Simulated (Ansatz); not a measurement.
# Zr (P6_3/mmc) in Ansatz: a series of runs

The runs below take Zr through single point, equation of state, with PBE.

Everything below comes from runs of Ansatz 0.2.0. Logs are shortened: lines on timing, memory, paths and dates and some standing lists are left out, and cuts for length are marked.

## Step 1: Starting point

It takes space group P6_3/mmc (No. 194, hexagonal). The conventional cell has a = 3.232 Å, b = 3.232 Å, c = 5.147 Å, α = 90.00°, β = 90.00°, γ = 120.00°. Zr (site symmetry -6m2) has 12 Zr at 3.18 to 3.23 Å as nearest neighbours.

## Step 2: Single point, PBE, 21.88 Å³/atom (volume scaled by 0.94)

The input, input.yaml:

```yaml
crystal:
  lattice:
    - [3.1660223034, 0.0, 0.0]
    - [-1.5830111517, 2.7418557436, 0.0]
    - [0.0, 0.0, 5.0419297016]
  atoms:
    - { symbol: Zr, position: [0.6666666667, 0.3333333333, 0.75] }
    - { symbol: Zr, position: [0.3333333333, 0.6666666667, 0.25] }
hamiltonian:
  xc: pbe
  pseudopotentials: { kind: paw }
kpoints:
  mp_grid: { grid: [9, 9, 5] }
scf:
  occupations: { method: fermi_dirac, width: 0.05 }
output:
  forces: true
  stress: true
  eigenvalues: true
```

Potentials or basis: Ansatz PAW.

Started as:

```console
$ ansatz run input.yaml --threads 2 --pin off --max-ram 5632MiB --backend cpu --events-out ev --progress --plain --runs-dir out
```

Log:

```text
Warning: RAYON_NUM_THREADS=2 ignored (pool sized by the plan → 2); use --threads N
Engine: ansatz 0.2.0, aarch64-unknown-linux-gnu
Pseudopotentials: kind: paw
Pseudopotential: Zr, paw, valence charge 12, recommended cutoff 420 eV (normal), Zr.paw.azcp
Functional definition: PBE
  parameter kappa = 0.804
  parameter beta = 0.06672455060314922
  exchange = pbe_x(kappa = kappa, mu = beta*pi^2/3)
  correlation = pbe_c(beta = beta)
Crystal: 2 atoms, lattice volume = 43.768 Å³
Basis set: ecut = 420 eV, 845 PW (Γ), exchange–correlation on 48×48×72 points (8 copies of the dense FFT grid, shifted against one another)
Bands: 16, of which v1, the nominal top of the filled ones, is band 12 counted from 1 (11 counted from 0)
Symmetry: 24 space group operations
Space group: P63/mmc (ITA 194), of the structure as read, at distance tolerance 3.5e-5 Å
k-points: 36 of 405
Non-local potential: Zr, projectors of the file, l = 0: 3, l = 1: 2, l = 2: 2, l = 3: 2
PAW form: soft (Blöchl's): semilocal exchange-correlation on the pseudo side does not see the compensation charge
PAW one-centre angular grid: Zr, 590 points (default); XC on 64 Gauss nodes
Initial density: superposition of atomic densities (neutral atoms: chi_scale 0, normalization atom), corrected by the library's trained network
Initial wavefunctions: pseudopotential atomic-orbital guess
Functional: x = pbe(κ = 0.804, μ = 0.2195149727645171), c = pbe(β = 0.06672455060314922)
SCF iter   1: F=—  HF=-8367.620677 eV  |F-HF|=—  |Δ(HF+E_count)|=         —  Δρ=3.08e-3  dr2=1.34e-3  ethr=1.77e-3  ⟨swp⟩=4.9  Hψ=2461  notcnv=0
preconditioner: auto → none  [metal: Δε(μ)=0.035 eV  Ē_g=3.313 eV  σ=0.050 eV  W_gap=0.17  n_scr=8 (ndim 8)  ℏωp=15.9 eV  f_vac=0.000  D(μ)=2.12/eV (n_scr^D=22)  sad-step TF]
SCF iter   2: F=—  HF=-8367.620663 eV  |F-HF|=—  |Δ(HF+E_count)|=   1.37e-5  Δρ=1.88e-3  dr2=5.43e-4  ethr=5.57e-6  ⟨swp⟩=2.8  Hψ=1272  notcnv=0
SCF iter   3: F=—  HF=-8367.621129 eV  |F-HF|=—  |Δ(HF+E_count)|=   4.65e-4  Δρ=3.87e-4  dr2=4.90e-5  ethr=2.26e-6  ⟨swp⟩=3.0  Hψ=1015  notcnv=0
SCF iter   4: F=—  HF=-8367.621101 eV  |F-HF|=—  |Δ(HF+E_count)|=   2.75e-5  Δρ=1.19e-4  dr2=2.99e-6  ethr=2.04e-7  ⟨swp⟩=3.0  Hψ=1011  notcnv=0
iter 5 did not close the SCF: its close was put off for the readings that it lacked (scf_convergence_deferred on its scf_iter line)
SCF iter   5: F=-8367.621101 eV  HF=-8367.621101 eV  |F-HF|=3.37e-8  |Δ(HF+E_count)|=   5.11e-7  Δρ=1.40e-5  dr2=6.34e-8  ethr=1.25e-8  ⟨swp⟩=2.1  Hψ=971  notcnv=0
SCF iter   6: F=-8367.621101 eV  HF=-8367.621101 eV  |F-HF|=3.66e-10  |Δ(HF+E_count)|=   1.67e-8  Δρ=1.49e-6  dr2=8.19e-10  ethr=2.64e-10  ⟨swp⟩=2.0  Hψ=1797  notcnv=0
SCF 1 converged in 6 iterations: F = -8367.621101 eV  dr2 = 8.19e-10
SCF converged after 6 iterations
Free energy (F): -8367.621101 eV
Harris-Foulkes:  -8367.621101 eV  (|F-HF|=3.66e-10)
Internal energy: -8367.604103 eV  (E = F + TS)
E sigma→0 (E₀):  -8367.612602 eV
Entropy (-TS):   -0.016998 eV (-8.499 meV/atom)
Fermi energy:    15.051786 eV
--- Per-component energies (eV) ---
  E_band       = -167.482377
  E_kinetic    = 669.017923
  E_local      = -1195.637477  (includes V_loc(G=0)·N_el)
  E_nonlocal   = 161.566711
  E_hartree    = 371.116918
  E_xc         = -324.279045
  E_vxc        = -383.171150  (∫ρ·V_xc dr)
  E_paw        = -5908.540226  (= ΣΔE_a)
  E_vpaw       = -161.492114  (= ΣTr[D̂ρ^β])
  E_aug_tail   = 0.000050  (compensation charges beyond the density's cutoff)
  E_ewald      = -2140.848957
  E_smearing   = -0.016998  (= −TS)
  E_closure    = 0.000000  (closes the sum)
  Σ components = -8367.621101   (vs F -8367.621101, Δ=0.00e0)
--- Forces (eV/Å), atoms counted from 1 ---
  atom   1  Zr     0.00000000     0.00000000    -0.00000000
  atom   2  Zr    -0.00000000    -0.00000000     0.00000000
  max |Σ_I F_I| component: 2.78e-17 eV/Å
--- Stress (GPa, compression-positive) ---
        6.540027       0.000000       0.000000
        0.000000       6.540027       0.000000
        0.000000       0.000000       8.013809
  P = ⅓ Tr σ = 7.0313 GPa (70.313 kbar)
--- Band table (eV; the first three rows and the last of 36) ---
  k-point 0: bands = ["-33.6718", "-33.4717", "-12.3202", "-11.2689", "-11.2689", "-11.0987", "-11.0987", "-11.0943", "9.2913", "11.8375", "15.9033", "15.9033", "16.0739", "16.4665", "16.6592", "16.6592"]
  k-point 1: bands = ["-33.6531", "-33.4912", "-12.2110", "-11.2529", "-11.2529", "-11.2205", "-11.1152", "-11.1152", "9.6443", "11.8333", "15.7571", "15.7571", "15.8059", "15.8576", "16.4067", "16.4067"]
  k-point 2: bands = ["-33.6036", "-33.5418", "-11.9182", "-11.5406", "-11.2106", "-11.2106", "-11.1580", "-11.1580", "10.5555", "11.5007", "15.1050", "15.2568", "15.7114", "15.7114", "15.9668", "15.9668"]
  k-point 35: bands = ["-33.4489", "-33.4489", "-12.0279", "-12.0279", "-11.8249", "-11.7032", "-11.3069", "-11.3069", "13.4485", "13.5027", "13.5027", "13.8275", "15.0862", "15.0862", "16.9460", "17.6103"]
```

Run time: 0.78 s. Hardware: 2 threads of Arm Neoverse V2, shared host; peak memory 0.3 GiB.

What came out:

- Free energy: -8367.6211 eV
- Pressure: 7.0 GPa
- Band gap on the k mesh: none (metal or under the smearing width)

## Step 3: Single point, PBE, 22.35 Å³/atom (volume scaled by 0.96)

Changes to input.yaml since step 2:

```diff
@@ -2,5 +2,5 @@
   lattice:
-    - [3.1660223034, 0.0, 0.0]
-    - [-1.5830111517, 2.7418557436, 0.0]
-    - [0.0, 0.0, 5.0419297016]
+    - [3.1883189697, 0.0, 0.0]
+    - [-1.5941594848, 2.7611652231, 0.0]
+    - [0.0, 0.0, 5.0774374186]
   atoms:
```

Potentials or basis: Ansatz PAW.

Started as:

```console
$ ansatz run input.yaml --threads 2 --pin off --max-ram 5632MiB --backend cpu --events-out ev --progress --plain --runs-dir out
```

Wall time 0.8 s (2 threads of Arm Neoverse V2, shared host); peak memory 0.31 GiB.

It converged, with:

* Free energy: -8367.6550 eV
* Pressure: 4.7 GPa
* Band gap on the k mesh: none (metal or under the smearing width)

## Step 4: Single point, PBE, 22.82 Å³/atom (volume scaled by 0.98)

Changes to input.yaml since step 3:

```diff
@@ -2,5 +2,5 @@
   lattice:
-    - [3.1883189697, 0.0, 0.0]
-    - [-1.5941594848, 2.7611652231, 0.0]
-    - [0.0, 0.0, 5.0774374186]
+    - [3.2103080712, 0.0, 0.0]
+    - [-1.6051540356, 2.7802083436, 0.0]
+    - [0.0, 0.0, 5.112455335]
   atoms:
```

Started as:

```console
$ ansatz run input.yaml --threads 2 --pin off --max-ram 5632MiB --backend cpu --events-out ev --progress --plain --runs-dir out
```

Wall time 0.79 s (2 threads of Arm Neoverse V2, shared host); peak memory 0.31 GiB.

The run converged. Its results:

| Quantity | Value |
| --- | --- |
| Free energy | -8367.6756 eV |
| Pressure | 2.5 GPa |
| Band gap on the k mesh | none (metal or under the smearing width) |

## Step 5: Single point, PBE, 23.28 Å³/atom

Changes to input.yaml since step 4:

```diff
@@ -2,5 +2,5 @@
   lattice:
-    - [3.2103080712, 0.0, 0.0]
-    - [-1.6051540356, 2.7802083436, 0.0]
-    - [0.0, 0.0, 5.112455335]
+    - [3.232, 0.0, 0.0]
+    - [-1.616, 2.798994105, 0.0]
+    - [0.0, 0.0, 5.147]
   atoms:
```

Started as:

```console
$ ansatz run input.yaml --threads 2 --pin off --max-ram 5632MiB --backend cpu --events-out ev --progress --plain --runs-dir out
```

It took 0.81 s on 2 threads of Arm Neoverse V2, shared host; peak memory 0.31 GiB.

It converged, with:

```yaml
Free_energy: -8367.6841 eV
Pressure: 0.5 GPa
Band_gap_on_the_k_mesh: none (metal or under the smearing width)
```

## Step 6: Single point, PBE, 23.75 Å³/atom (volume scaled by 1.02)

Changes to input.yaml since step 5:

```diff
@@ -2,5 +2,5 @@
   lattice:
-    - [3.232, 0.0, 0.0]
-    - [-1.616, 2.798994105, 0.0]
-    - [0.0, 0.0, 5.147]
+    - [3.2534045973, 0.0, 0.0]
+    - [-1.6267022986, 2.81753103, 0.0]
+    - [0.0, 0.0, 5.1810870861]
   atoms:
```

Potentials or basis: Ansatz PAW.

Started as:

```console
$ ansatz run input.yaml --threads 2 --pin off --max-ram 5632MiB --backend cpu --events-out ev --progress --plain --runs-dir out
```

Wall time 0.81 s (2 threads of Arm Neoverse V2, shared host); peak memory 0.31 GiB.

Results (log left out):

```
Free energy            : -8367.6815 eV
Pressure               : -1.4 GPa
Band gap on the k mesh : none (metal or under the smearing width)
```

## Step 7: Single point, PBE, 24.21 Å³/atom (volume scaled by 1.04)

Changes to input.yaml since step 6:

```diff
@@ -2,5 +2,5 @@
   lattice:
-    - [3.2534045973, 0.0, 0.0]
-    - [-1.6267022986, 2.81753103, 0.0]
-    - [0.0, 0.0, 5.1810870861]
+    - [3.2745311931, 0.0, 0.0]
+    - [-1.6372655966, 2.8358271987, 0.0]
+    - [0.0, 0.0, 5.2147314515]
   atoms:
```

Started as:

```console
$ ansatz run input.yaml --threads 2 --pin off --max-ram 5632MiB --backend cpu --events-out ev --progress --plain --runs-dir out
```

Run time: 0.78 s. Hardware: 2 threads of Arm Neoverse V2, shared host; peak memory 0.31 GiB.

Results (log left out):

```yaml
Free_energy: -8367.6686 eV
Pressure: -3.1 GPa
Band_gap_on_the_k_mesh: none (metal or under the smearing width)
```

## Step 8: Single point, PBE, 24.68 Å³/atom (volume scaled by 1.06)

Changes to input.yaml since step 7:

```diff
@@ -2,5 +2,5 @@
   lattice:
-    - [3.2745311931, 0.0, 0.0]
-    - [-1.6372655966, 2.8358271987, 0.0]
-    - [0.0, 0.0, 5.2147314515]
+    - [3.2953886421, 0.0, 0.0]
+    - [-1.647694321, 2.8538902793, 0.0]
+    - [0.0, 0.0, 5.247947197]
   atoms:
@@ -19 +19,5 @@
   eigenvalues: true
+  write_density: true
+  write_potential: true
+  elf: true
+  volumetric_format: npy
```

Started as:

```console
$ ansatz run input.yaml --threads 2 --pin off --max-ram 5632MiB --backend cpu --events-out ev --progress --plain --runs-dir out
```

Run time: 1.1 s. Hardware: 2 threads of Arm Neoverse V2, shared host; peak memory 0.32 GiB.

Results (log left out):

```yaml
Free_energy: -8367.6462 eV
Pressure: -4.6 GPa
Band_gap_on_the_k_mesh: none (metal or under the smearing width)
```

## Step 9: Equation of state, PBE

Potentials or basis: Ansatz PAW.

No new run: the results of the series are fitted here.

Results:

- Equilibrium volume: 23.40 Å³/atom
- Bulk modulus at fixed shape and positions: 94 GPa
- Pressure derivative of the bulk modulus: 3.2

Energy against volume, from the lowest point:
```tsv
volume (Å³/atom)	energy (meV/atom)
21.884	31.52
22.350	14.58
22.815	4.25
23.281	0.00
23.746	1.32
24.212	7.78
24.678	18.95
```

Caveat: the cell was scaled at fixed shape and fractional positions, which overstates the stiffness of a crystal with free parameters, most of all of layers and chains.
